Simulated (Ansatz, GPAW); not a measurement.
This is a calculation of Ti (Titanium) for GPAW 26.7.0 (ASE script). 

run.py

```python
from ase.dft.bandgap import bandgap
from ase.io import read, write
from ase.units import Bohr, GPa
from gpaw import GPAW, PW
from gpaw.elf import elf_from_dft_calculation

atoms = read('Ti.xyz')

calc = GPAW(mode=PW(600),
            xc='PBE',
            kpts={'size': (10, 10, 6), 'gamma': True},
            occupations={'name': 'methfessel-paxton', 'order': 0, 'width': 0.025},
            nbands=24,
            convergence={'density': 1e-05, 'energy': 1e-05},
            maxiter=150,
            txt='gpaw.txt')
atoms.calc = calc
energy = atoms.get_potential_energy()
forces = atoms.get_forces()
stress = atoms.get_stress()
calc.write('gs.gpw')
write('result.traj', atoms)
print(f'Energy: {energy:.6f} eV')
print('Forces (eV/A):')
print(forces.round(4))
print('Stress (GPa):', (stress / GPa).round(3))
print('Fermi level:', round(calc.get_fermi_level(), 4), 'eV')
print(f'Gap: {bandgap(calc)[0]:.4f} eV, direct: {bandgap(calc, direct=True)[0]:.4f} eV')

# fields on the real-space grid
write('density.cube', atoms, data=calc.get_pseudo_density() * Bohr**3)
write('potential.cube', atoms, data=calc.get_electrostatic_potential())
write('elf.cube', atoms, data=elf_from_dft_calculation(calc).data)
```

Contents of Ti.xyz:

```xyz
2
Lattice="2.9500000000 0.0000000000 0.0000000000 -1.4750000000 2.5547749412 0.0000000000 0.0000000000 0.0000000000 4.6800000000" Properties=species:S:1:pos:R:3 pbc="T T T"
Ti     1.4750000001      0.8515916470      3.5100000000
Ti    -0.0000000001      1.7031832942      1.1700000000
```

Potentials or basis: GPAW PAW data sets (gpaw-data 1.2.1), pw.

Command:

```bash
$ OMP_NUM_THREADS=1 python run.py
```

What does the same run look like in Ansatz 0.2.0? Potentials or basis there: all-electron LAPW, scalar-relativistic.

As run (cutoffs and basis follow the program's own potentials, and thresholds, step limits or extra output files can differ):

File input.yaml:

```yaml
crystal:
  lattice:
    - [2.95, 0.0, 0.0]
    - [-1.475, 2.5547749412, 0.0]
    - [0.0, 0.0, 4.68]
  atoms:
    - { symbol: Ti, position: [0.6666666667, 0.3333333333, 0.75] }
    - { symbol: Ti, position: [0.3333333333, 0.6666666667, 0.25] }
kpoints:
  mp_grid: { grid: [10, 10, 6] }
scf:
  occupations: { method: gaussian, width: 0.025 }
hamiltonian:
  xc: pbe
  pseudopotentials: { kind: all_electron, lapw: { basis_error: 0.001 } }
output:
  forces: true
  stress: true
  eigenvalues: true
```

Potentials or basis: all-electron LAPW, scalar-relativistic.

Launch:

```console
$ ansatz run input.yaml --threads 1 --pin off --max-ram 3072MiB --backend cpu --events-out ev --progress --plain --runs-dir out
```

Both were run:

|  | GPAW | Ansatz |
| --- | --- | --- |
| Pressure | -2.0 GPa | -1.4 GPa |

Where Ansatz's input types no cutoff or centring, it takes its own default and a Γ-centred mesh.

Pressure is positive in compression.
